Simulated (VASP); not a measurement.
# Na (I4/mmm) in VASP: a series of runs

The runs below take Na through single point, with PBEsol.

Program: VASP 6.6.1. These are calculated values, not measurements. Logs are shortened: lines on timing, memory, paths and dates and some standing lists are left out, and cuts for length are marked.

### Step 1. The structure

The structure is tetragonal, space group I4/mmm (No. 139). Conventional cell: a = 3.777 Å, b = 3.777 Å, c = 5.275 Å, α = 90.00°, β = 90.00°, γ = 90.00°. Na (site symmetry 4/mmm) has 12 Na at 3.75 to 3.78 Å as nearest neighbours.

This isn't the form of Na at room conditions, which is bcc.

### Step 2. Single point, PBEsol

File INCAR:

```
  PREC = Accurate
  ENCUT = 520
  EDIFF = 1E-7
  ISMEAR = 0
  SIGMA = 0.15
  LREAL = F
  LASPH = T
  NELM = 100
  ALGO = Fast
  ISIF = 2
  LWAVE = F
  LCHARG = F
  GGA = PS
  NBANDS = 10
```

File KPOINTS:

```
regular mesh
0
Gamma
  18 18 18
```

File POSCAR:

```
Na
1.0
   -1.8882910800      1.8882910800      2.6372766800
    1.8882910800     -1.8882910800      2.6372766800
    1.8882910800      1.8882910800     -2.6372766800
Na
1
Direct
    0.0000000000      0.0000000000      0.0000000000
```

Potentials or basis: VASP PAW PBE potentials, release 64 (Na_pv).

The run is started by

```bash
cat potpaw_PBE.64/Na_pv/POTCAR > POTCAR
mpirun -np 1 vasp_std > vasp.out
```

OUTCAR:

```text
PREC = Accurate
   ENCUT = 520
   EDIFF = 1E-7
   ISMEAR = 0
   LREAL = F
   LASPH = T
   NELM = 100
   ISIF = 2
   GGA = PS

 ion  position               nearest neighbor table
   1  0.000  0.000  0.000-

  LATTYP: Found a body centered tetragonal cell.
 ALAT       =     3.7765821600
 C/A-ratio  =     1.3966473220

  Lattice vectors:

 A1 = (  -1.8882910800,   1.8882910800,   2.6372766800)
 A2 = (   1.8882910800,  -1.8882910800,   2.6372766800)
 A3 = (   1.8882910800,   1.8882910800,  -2.6372766800)

Analysis of symmetry for initial positions (statically):
=====================================================================
 Subroutine PRICEL returns:
 Original cell was already a primitive cell.

 Routine SETGRP: Setting up the symmetry group for a
 body centered tetragonal supercell.

 Subroutine GETGRP returns: Found 16 space group operations
 (whereof 16 operations were pure point group operations)
 out of a pool of 16 trial point group operations.

The static configuration has the point symmetry D_4h.

Analysis of symmetry for dynamics (positions and initial velocities):
=====================================================================
 Subroutine PRICEL returns:
 Original cell was already a primitive cell.

 Routine SETGRP: Setting up the symmetry group for a
 body centered tetragonal supercell.

 Subroutine GETGRP returns: Found 16 space group operations
 (whereof 16 operations were pure point group operations)
 out of a pool of 16 trial point group operations.

The dynamic configuration has the point symmetry D_4h.

 Subroutine INISYM returns: Found 16 space group operations
 (whereof 16 operations are pure point group operations),
 and found     1 'primitive' translations

----------------------------------------------------------------------------------------

                                     Primitive cell

  volume of cell :      37.6144

  direct lattice vectors                    reciprocal lattice vectors
    -1.888291080  1.888291080  2.637276680     0.000000000  0.264789685  0.189589512
     1.888291080 -1.888291080  2.637276680     0.264789685  0.000000000  0.189589512
     1.888291080  1.888291080 -2.637276680     0.264789685  0.264789685  0.000000000

  length of vectors
     3.753200593  3.753200593  3.753200593     0.325665105  0.325665105  0.374469164

  position of ions in fractional coordinates (direct lattice)
     0.000000000  0.000000000  0.000000000

  ion indices of the primitive-cell ions
   primitive index   ion index
                 1           1

----------------------------------------------------------------------------------------

 KPOINTS: regular mesh

Automatic generation of k-mesh.
 Grid dimensions read from file:
 generate k-points for:   18   18   18

 Generating k-lattice:

  Cartesian coordinates                     Fractional coordinates (reciprocal lattice)
     0.000000000  0.014710538  0.010532751     0.055555556  0.000000000 -0.000000000
     0.014710538  0.000000000  0.010532751     0.000000000  0.055555556 -0.000000000
     0.014710538  0.014710538  0.000000000     0.000000000  0.000000000  0.055555556

  Length of vectors
     0.018092506  0.018092506  0.020803842

  Shift w.r.t. Gamma in fractional coordinates (k-lattice)
     0.000000000  0.000000000  0.000000000

 Subroutine IBZKPT returns following result:
 ===========================================

 Found    480 irreducible k-points:

 Following reciprocal coordinates:
            Coordinates               Weight
  0.000000  0.000000  0.000000      1.000000
  0.055556 -0.000000  0.000000      8.000000
  0.111111 -0.000000  0.000000      8.000000
  0.166667 -0.000000  0.000000      8.000000
  0.222222 -0.000000  0.000000      8.000000
  0.277778 -0.000000  0.000000      8.000000
[... 16 lines left out ...]
 -0.277778  0.055556 -0.000000     16.000000
 -0.222222  0.055556 -0.000000     16.000000
 [... further k-points ...]
   k-points           NKPTS =    480   k-points in BZ     NKDIM =    480   number of bands    NBANDS=     10
   number of dos      NEDOS =    301   number of ions     NIONS =      1
   total plane-waves  NPLWV =  21952
   dimension x,y,z NGX =    28 NGY =   28 NGZ =   28
   dimension x,y,z NGXF=    56 NGYF=   56 NGZF=   56
   ions per type =               1
   NGX,Y,Z   is equivalent  to a cutoff of  12.40, 12.40, 12.40 a.u.
   NGXF,Y,Z  is equivalent  to a cutoff of  24.80, 24.80, 24.80 a.u.
 SYSTEM =  unknown system
   PREC   = accura    normal or accurate (medium, high low for compatibility)
   ISTART =      0    job   : 0-new  1-cont  2-samecut
   ICHARG =      2    charge: 1-file 2-atom 10-const
   ISPIN  =      1    spin polarized calculation?
   LNONCOLLINEAR =      F non collinear calculations
   LSORBIT =      F    spin-orbit coupling
   LASPH  =      T    aspherical Exc in radial PAW
   ENCUT  =  520.0 eV  38.22 Ry    6.18 a.u.   6.98  6.98  6.98*2*pi/ulx,y,z
   NELM   =    100;   NELMIN=  2; NELMDL= -5     # of ELM steps
   EDIFF  = 0.1E-06   stopping-criterion for ELM
   LREAL  =      F    real-space projection
   EDIFFG = 0.1E-05   stopping-criterion for IOM
   NSW    =      0    number of steps for IOM
   IBRION =     -1    ionic relax: 0-MD 1-quasi-New 2-CG
   NFREE  =      0    steps in history (QN), initial steepest desc. (CG)
   ISIF   =      2    stress and relaxation
   ISYM   =      2    0-nonsym 1-usesym 2-fastsym
   POTIM  = 0.5000    time-step for ionic-motion
   TEBEG  =    0.0;   TEEND  =   0.0 temperature during run
   PSTRESS=    0.0 pullay stress
   NELECT =       7.0000    total number of electrons
   NUPDOWN=      -1.0000    fix difference up-down
   EMIN   =  10.00;   EMAX   =-10.00  energy-range for DOS
   EFERMI =   0.00;   METHOD = LEGACY
   ISMEAR =     0;   SIGMA  =   0.15  broadening in eV -4-tet -1-fermi 0-gaus
   EFERMI_NEDOS =   21; number of points for ismear=-14 and -15
   IALGO  =     68    algorithm
   IMIX   =      4    mixing-type and parameters
     AMIX     =   0.40;   BMIX     =  1.00
     AMIX_MAG =   1.60;   BMIX_MAG =  1.00
  volume/ion in A,a.u.               =      37.61       253.83
  Fermi-wavevector in a.u.,A,eV,Ry     =   0.934666  1.766262 11.886050  0.873600
  Thomas-Fermi vector in A             =   2.061494
   LORBIT       =      0    0 simple, 1 ext, 2 COOP (PROOUT), +10 PAW based schemes
   GGA     = PS    functional components
   LHFCALC =     F    Hartree Fock is set to
   AEXX    =    0.0000 exact exchange contribution
   IVDW    =     0    specifies the selected vdW correction
   LEPSILON=     F    determine dielectric tensor
   LRPA    =     F    only Hartree local field effects (RPA)
 non-spin polarized calculation
 RMM-DIIS sequential band-by-band and
 Gauss-broadening in eV      SIGMA  =   0.15
  energy-cutoff  :      520.00
  volume of cell :       37.61
 maximum number of plane-waves:      1028
   NGX = 13   NGY = 13   NGZ = 13

 number of electron       6.9999993 magnetization

 Free energy of the ion-electron system (eV)
  ---------------------------------------------------
  ext. energy  EPLUGINS =         0.00000000
  ---------------------------------------------------
  free energy    TOTEN  =        -1.40159139 eV

  energy without entropy =       -1.39601447  energy(sigma->0) =       -1.39880293

 E-fermi :   0.2802     XC(G=0):  -6.4625

 val. band max:        0.2789034883   @ k =  -0.3889   0.3889   0.0556
 cond. band min:       0.2804896802   @ k =  -0.4444   0.3333   0.0556
 fundamental gap:      0.0015861919
 Fermi energy:         0.2802127995

 k-point     1 :       0.0000    0.0000    0.0000
  band No.  band energies     occupation
      1     -24.5287      2.00000
      2     -24.5286      2.00000
      3     -24.5286      2.00000
      4      -2.9834      2.00000
      5      11.2564      0.00000
      6      11.2564      0.00000
      7      11.2996      0.00000
      8      12.3505      0.00000
      9      12.8117      0.00000
     10      12.8120      0.00000

 k-point     2 :       0.0556   -0.0000    0.0000
  band No.  band energies     occupation
      1     -24.5296      2.00000
      2     -24.5288      2.00000
      3     -24.5287      2.00000
      4      -2.9325      2.00000
      5      10.3363      0.00000
      6      11.1354      0.00000
      7      11.1724      0.00000
      8      12.4740      0.00000
      9      13.0058      0.00000
     10      13.0138      0.00000

 k-point     3 :       0.1111   -0.0000    0.0000
  band No.  band energies     occupation
      1     -24.5326      2.00000
      2     -24.5292      2.00000
      3     -24.5291      2.00000
      4      -2.7801      2.00000
      5       8.9888      0.00000
      6      10.8875      0.00000
      7      10.9408      0.00000
      8      12.2368      0.00000
      9      13.4714      0.00000
     10      13.4900      0.00000

 k-point     4 :       0.1667   -0.0000    0.0000
  band No.  band energies     occupation
      1     -24.5371      2.00000
      2     -24.5298      2.00000
      3     -24.5297      2.00000
      4      -2.5271      2.00000
      5       7.6459      0.00000
      6      10.6394      0.00000
      7      10.7107      0.00000
      8      11.9567      0.00000
      9      13.6984      0.00000
     10      13.8699      0.00000

 k-point     5 :       0.2222   -0.0000    0.0000
  band No.  band energies     occupation
      1     -24.5426      2.00000
      2     -24.5307      2.00000
      3     -24.5305      2.00000
      4      -2.1750      2.00000
      5       6.3554      0.00000
      6      10.4382      0.00000
      7      10.5276      0.00000
      8      11.7150      0.00000
      9      13.0927      0.00000
     10      13.3327      0.00000

 k-point     6 :       0.2778   -0.0000    0.0000
  band No.  band energies     occupation
      1     -24.5484      2.00000
      2     -24.5315      2.00000
      3     -24.5312      2.00000
      4      -1.7257      2.00000
      5       5.1329      0.00000
      6      10.2983      0.00000
      7      10.4058      0.00000
      8      11.5372      0.00000
      9      12.5054      0.00000
     10      12.7388      0.00000
[... 183 lines left out ...]
 k-point    21 :      -0.3889    0.0556   -0.0000
  band No.  band energies     occupation
      1     -24.5568      2.00000
      2     -24.5332      2.00000
      3     -24.5328      2.00000
      4      -0.7287      2.00000
      5       3.3115      0.00000
      6       9.7106      0.00000
      7       9.8802      0.00000
      8      11.0282      0.00000
      9      12.2142      0.00000
     10      12.5601      0.00000

 k-point    22 :      -0.3333    0.0556   -0.0000
  band No.  band energies     occupation
      1     -24.5520      2.00000
      2     -24.5325      2.00000
      3     -24.5321      2.00000
      4      -1.3329      2.00000
      5       4.4041      0.00000
      6       9.7201      0.00000
      7      10.0419      0.00000
      8      11.3134      0.00000
      9      12.2921      0.00000
     10      13.0270      0.00000

 k-point    23 :      -0.2778    0.0556   -0.0000
  band No.  band energies     occupation
      1     -24.5465      2.00000
      2     -24.5318      2.00000
      3     -24.5312      2.00000
      4      -1.8446      2.00000
      5       5.5749      0.00000
      6       9.7961      0.00000
      7      10.2122      0.00000
      8      11.7501      0.00000
      9      12.4205      0.00000
     10      13.5835      0.00000

 k-point    24 :      -0.2222    0.0556   -0.0000
  band No.  band energies     occupation
      1     -24.5408      2.00000
      2     -24.5309      2.00000
      3     -24.5304      2.00000
      4      -2.2608      2.00000
      5       6.8167      0.00000
      6       9.9467      0.00000
      7      10.4097      0.00000
      8      12.2531      0.00000
      9      12.6247      0.00000
     10      13.8684      0.00000

 [... further k-points ...]

------------------------ aborting loop because EDIFF is reached ----------------------------------------

  FORCE on cell =-STRESS in cart. coord.  units (eV):
  Direction    XX          YY          ZZ          XY          YZ          ZX
  --------------------------------------------------------------------------------------
  -------------------------------------------------------------------------------------
  Total       -0.0555160     -0.0555160     -0.0532538      0.0000000      0.0000000      0.0000000
  in kB       -2.3646937     -2.3646937     -2.2683387      0.0000000      0.0000000      0.0000000
  external PRESSURE =      -2.3325753 kB  Pullay stress =       0.0000000 kB

 VOLUME and BASIS-vectors are now :
 -----------------------------------------------------------------------------
  energy-cutoff  :      520.00
  volume of cell :       37.61
      direct lattice vectors                 reciprocal lattice vectors
    -1.888291080  1.888291080  2.637276680     0.000000000  0.264789685  0.189589512
     1.888291080 -1.888291080  2.637276680     0.264789685  0.000000000  0.189589512
     1.888291080  1.888291080 -2.637276680     0.264789685  0.264789685  0.000000000

 POSITION                                       TOTAL-FORCE (eV/Angst)
 -----------------------------------------------------------------------------------
      0.00000      0.00000      0.00000        -0.000000      0.000000      0.000000
 -----------------------------------------------------------------------------------
    total drift:                               -0.000000     -0.000000     -0.000000

  FREE ENERGIE OF THE ION-ELECTRON SYSTEM (eV)
  ---------------------------------------------------
  free  energy   TOTEN  =        -1.4015913908 eV

  energy  without entropy=       -1.3960144747  energy(sigma->0) =       -1.39880293
```

Wall time 3.6 min (1 thread of Intel Xeon Platinum 8488C (Sapphire Rapids), shared host); peak memory 0.26 GiB.

What came out:

- Free energy: -1.4016 eV
- Pressure: -0.2 GPa
- Band gap on the k mesh: none (metal or under the smearing width)

Caveat: the PAW data sets were made with another functional, which shifts forces and pressure a little.

### Step 3. Single point, PBEsol

File INCAR:

```
PREC     = Accurate       # precision mode
ENCUT    = 520            # plane-wave cutoff, eV
EDIFF    = 1E-6           # SCF threshold, eV
ISMEAR   = 0              # smearing method
SIGMA    = 0.15           # smearing width, eV
LREAL    = False          # projectors in reciprocal space
LASPH    = True           # aspherical terms in the spheres
NELM     = 100            # most SCF steps
ALGO     = Fast           # electronic algorithm
ISIF     = 2              # what is computed and relaxed
LWAVE    = False          # write WAVECAR
LCHARG   = False          # write CHGCAR
GGA      = PS             # functional
NBANDS   = 10             # bands
```

File KPOINTS:

```
Automatic mesh
0
Gamma
  20 20 20
```

POSCAR is that of step 2.

Potentials or basis: VASP PAW PBE potentials, release 64 (Na_pv).

The run is started by

```bash
cat potpaw_PBE.64/Na_pv/POTCAR > POTCAR
mpirun -np 1 vasp_std > vasp.out
```

Run time: 3.5 min. Hardware: 1 thread of Intel Xeon Platinum 8488C (Sapphire Rapids), shared host; peak memory 0.3 GiB.

Results (log left out):

```
Free energy            : -1.4014 eV
Pressure               : -0.2 GPa
Band gap on the k mesh : none (metal or under the smearing width)
```

Levels at points of the mesh, in eV from the Fermi level:
| k point | band 1 | band 2 | band 3 | band 4 | band 5 | band 6 | band 7 | band 8 | band 9 |
| --- | --- | --- | --- | --- | --- | --- | --- | --- | --- |
| (0.00, 0.00, 0.00) | -24.81 | -24.81 | -24.81 | -3.26 | 10.98 | 10.98 | 11.02 | 12.07 | 12.54 |
| (0.50, 0.00, 0.00) | -24.84 | -24.81 | -24.81 | 0.53 | 0.94 | 9.95 | 10.12 | 10.97 | 11.00 |
| (0.50, 0.50, 0.00) | -24.84 | -24.82 | -24.82 | 1.69 | 2.25 | 6.25 | 7.09 | 7.10 | 9.05 |
| (0.50, 0.50, 0.50) | -24.84 | -24.82 | -24.82 | 1.82 | 2.37 | 6.14 | 6.96 | 6.96 | 8.94 |

Caveat: the PAW data sets were made with another functional, which shifts forces and pressure a little.
